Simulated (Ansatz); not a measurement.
Si started on a C site in zincblende SiC, 64 atoms, charge 0

These are results of DFT, PBEsol, PAW, plane waves (Ansatz 0.2.0), not measurements.

Command:

```sh
ansatz run in.yaml --threads 8 --pin off --max-ram 15200MiB --runs-dir r --events-out ev --progress --plain
```

The input less its lattice and atoms:

```yaml
crystal:
  symmetry: { detect: false }
kpoints:
  mp_grid: { grid: [1, 1, 1], shift: [0.25, 0.25, 0.25] }
hamiltonian:
  xc: pbesol
scf:
  occupations: { method: fermi_dirac, width: 0.01 }
relax:
  f_tol: 0.03
  max_steps: 80
  escape_saddle: false
  adjacent_minimum: "off"
output:
  forces: true
  eigenvalues: true
  populations: true
  write_density: true
  write_potential: true
  elf: true
  volumetric_format: npy
```

Start:

```xyz
64
Lattice="8.7137 0.0000 0.0000 0.0000 8.7137 0.0000 0.0000 0.0000 8.7137" Properties=species:S:1:pos:R:3 pbc="T T T"
Si    8.6769    0.0025    8.6969
Si    0.0341    0.0131    4.3449
Si    0.0012    4.3791    8.7045
Si    8.6744    4.3813    4.3364
Si    4.3564    0.0195    0.0111
Si    4.3400    8.7032    4.3634
Si    4.3668    4.3463    8.7119
Si    4.3615    4.3500    4.3259
Si    5.4303    5.4388    5.4523
Si    2.1812    2.1951    0.0264
Si    2.1506    2.1985    4.3781
Si    2.1829    6.5354    8.7028
Si    2.1866    6.5344    4.3706
Si    6.5261    2.1613    8.6798
Si    6.5493    2.1784    4.3811
Si    6.4971    6.5356    0.0048
Si    6.5041    6.4983    4.3366
Si    2.1277    0.0279    2.1667
Si    2.1592    0.0182    6.5716
Si    2.1616    4.3592    2.1402
Si    2.1993    4.3695    6.5393
Si    6.5352    0.0360    2.1746
Si    6.5797    8.7022    6.5288
Si    6.5105    4.3523    2.1227
Si    6.5417    4.3522    6.5195
Si    0.0395    2.1876    2.1888
Si    0.0007    2.1736    6.5299
Si    8.7077    6.5669    2.2000
Si    0.0014    6.5465    6.5344
Si    4.3933    2.1893    2.1950
Si    4.3421    2.1589    6.5798
Si    4.3553    6.5477    2.1883
Si    4.3859    6.5229    6.5179
C     1.1211    1.0739    1.1097
C     1.0999    1.1170    5.4651
C     1.0814    5.4294    1.0695
C     1.0891    5.4132    5.4435
C     5.4414    1.0930    1.0871
C     5.4386    1.0930    5.4664
C     5.4686    5.4782    1.0845
C     3.2860    3.2666    1.1073
C     3.2387    3.2342    5.4398
C     3.2576    7.6259    1.1206
C     3.2690    7.6276    5.4519
C     7.6497    3.2532    1.0562
C     7.6163    3.3063    5.4518
C     7.5859    7.6071    1.1152
C     7.6428    7.5952    5.4200
C     3.2708    1.1303    3.2638
C     3.2948    1.0674    7.6165
C     3.2617    5.4233    3.2793
C     3.2706    5.4665    7.6094
C     7.6840    1.0961    3.2689
C     7.6575    1.0506    7.6200
C     7.6094    5.4422    3.2673
C     7.6531    5.4771    7.6353
C     1.0855    3.2611    3.2649
C     1.1140    3.2468    7.6620
C     1.0848    7.6397    3.2576
C     1.0991    7.6288    7.6001
C     5.4681    3.2896    3.2351
C     5.4532    3.2941    7.6125
C     5.4522    7.6032    3.2727
C     5.4675    7.6472    7.6950
```

Steps:

```tsv
step	energy less the first (eV)	largest force component (eV/Å)
start	0.000	7.907
1	-5.494	1.968
2	-6.343	0.398
3	-6.376	0.026
```

A structure on the way, about -6.34 eV from the start:

```
Si C
1.0
     8.71371    0.00000    0.00000
     0.00000    8.71371    0.00000
     0.00000    0.00000    8.71371
Si C
33 31
Direct
  0.00040 0.00018 0.00007
  0.00313 0.00326 0.49958
  0.00334 0.49959 0.00304
  0.00108 0.49988 0.49968
  0.49976 0.00302 0.00288
  0.49994 0.00106 0.49943
  0.49996 0.49989 0.00077
  0.48101 0.48116 0.48171
  0.62539 0.62573 0.62518
  0.25016 0.24997 0.00011
  0.24714 0.24688 0.49941
  0.24701 0.75043 0.00311
  0.24946 0.75046 0.49963
  0.75052 0.24686 0.00337
  0.75062 0.24934 0.49966
  0.75046 0.75042 0.00059
  0.76905 0.76892 0.48081
  0.25016 0.00028 0.24989
  0.24693 0.00340 0.75021
  0.24714 0.49974 0.24694
  0.24957 0.49983 0.75021
  0.75053 0.00332 0.24674
  0.75037 0.00088 0.75017
  0.75052 0.49988 0.24925
  0.76893 0.48135 0.76883
  0.00057 0.25013 0.24984
  0.00337 0.24700 0.75045
  0.00345 0.75050 0.24677
  0.00098 0.75032 0.75019
  0.49980 0.24743 0.24709
  0.49988 0.24927 0.75021
  0.50004 0.75044 0.24919
  0.48083 0.76927 0.76867
  0.12542 0.12529 0.12511
  0.12517 0.12542 0.62516
  0.12526 0.62531 0.12501
  0.12534 0.62538 0.62512
  0.62515 0.12543 0.12510
  0.62539 0.12542 0.62513
  0.62550 0.62549 0.12510
  0.37493 0.37481 0.12504
  0.36898 0.36879 0.62520
  0.37463 0.87606 0.12515
  0.36882 0.88209 0.62480
  0.87598 0.37459 0.12526
  0.88182 0.36882 0.62492
  0.87586 0.87598 0.12470
  0.88128 0.88154 0.62535
  0.37478 0.12534 0.37450
  0.37488 0.12550 0.87567
  0.36913 0.62575 0.36883
  0.36895 0.62512 0.88158
  0.87590 0.12570 0.37449
  0.87588 0.12522 0.87582
  0.88196 0.62505 0.36876
  0.88157 0.62558 0.88146
  0.12524 0.37475 0.37461
  0.12553 0.37477 0.87588
  0.12556 0.87622 0.37448
  0.12519 0.87601 0.87574
  0.62559 0.36931 0.36915
  0.62518 0.36868 0.88171
  0.62505 0.88212 0.36868
  0.62551 0.88147 0.88122
```

End:

```xyz
64
Lattice="8.7137 0.0000 0.0000 0.0000 8.7137 0.0000 0.0000 0.0000 8.7137" Properties=species:S:1:pos:R:3 pbc="T T T"
Si    0.0023    0.0023    0.0001
Si    0.0246    0.0249    4.3546
Si    0.0249    4.3563    0.0231
Si    0.0078    4.3558    4.3542
Si    4.3565    0.0249    0.0232
Si    4.3562    0.0082    4.3541
Si    4.3563    4.3557    0.0060
Si    4.2061    4.2059    4.2039
Si    5.4462    5.4469    5.4454
Si    2.1785    2.1783    0.0008
Si    2.1559    2.1558    4.3532
Si    2.1552    6.5374    0.0242
Si    2.1747    6.5396    4.3540
Si    6.5372    2.1549    0.0240
Si    6.5397    2.1745    4.3542
Si    6.5396    6.5393    0.0060
Si    6.6856    6.6855    4.2057
Si    2.1785    0.0025    2.1763
Si    2.1549    0.0266    6.5357
Si    2.1564    4.3555    2.1542
Si    2.1746    4.3560    6.5379
Si    6.5376    0.0265    2.1530
Si    6.5395    0.0082    6.5375
Si    6.5396    4.3556    2.1724
Si    6.6859    4.2078    6.6841
Si    0.0027    2.1784    2.1763
Si    0.0257    2.1553    6.5357
Si    0.0264    6.5378    2.1531
Si    0.0081    6.5393    6.5375
Si    4.3557    2.1565    2.1542
Si    4.3564    2.1742    6.5379
Si    4.3560    6.5394    2.1724
Si    4.2076    6.6869    6.6842
C     1.0924    1.0922    1.0903
C     1.0922    1.0929    5.4469
C     1.0924    5.4486    1.0906
C     1.0931    5.4496    5.4477
C     5.4484    1.0928    1.0907
C     5.4497    1.0928    5.4477
C     5.4499    5.4497    1.0909
C     3.2664    3.2668    1.0903
C     3.2203    3.2204    5.4495
C     3.2663    7.6319    1.0911
C     3.2191    7.6808    5.4440
C     7.6322    3.2663    1.0910
C     7.6801    3.2199    5.4441
C     7.6322    7.6322    1.0899
C     7.6776    7.6772    5.4527
C     3.2664    1.0924    3.2645
C     3.2665    1.0932    7.6301
C     3.2207    5.4518    3.2187
C     3.2197    5.4459    7.6781
C     7.6323    1.0932    3.2644
C     7.6323    1.0917    7.6302
C     7.6806    5.4462    3.2175
C     7.6781    5.4546    7.6758
C     1.0923    3.2666    3.2644
C     1.0933    3.2665    7.6305
C     1.0932    7.6326    3.2645
C     1.0921    7.6321    7.6301
C     5.4518    3.2208    3.2186
C     5.4459    3.2199    7.6780
C     5.4461    7.6804    3.2174
C     5.4549    7.6779    7.6763
```

Self-consistency was reached.

Time: 22 s of wall time on 8 threads of a Platinum 8259CL processor, on a host shared with other runs; peak host memory 1.1 GiB.

Problem. How much energy did the relaxation gain, and which atom moved most?

Solution. 6.38 eV in 3 steps, from a start with small random displacements; atom 33 (Si) moved 0.29 Å, the median atom 0.04 Å (drift of the whole cell removed).

The one k point has no symmetry partners, which can distort the end along one axis.
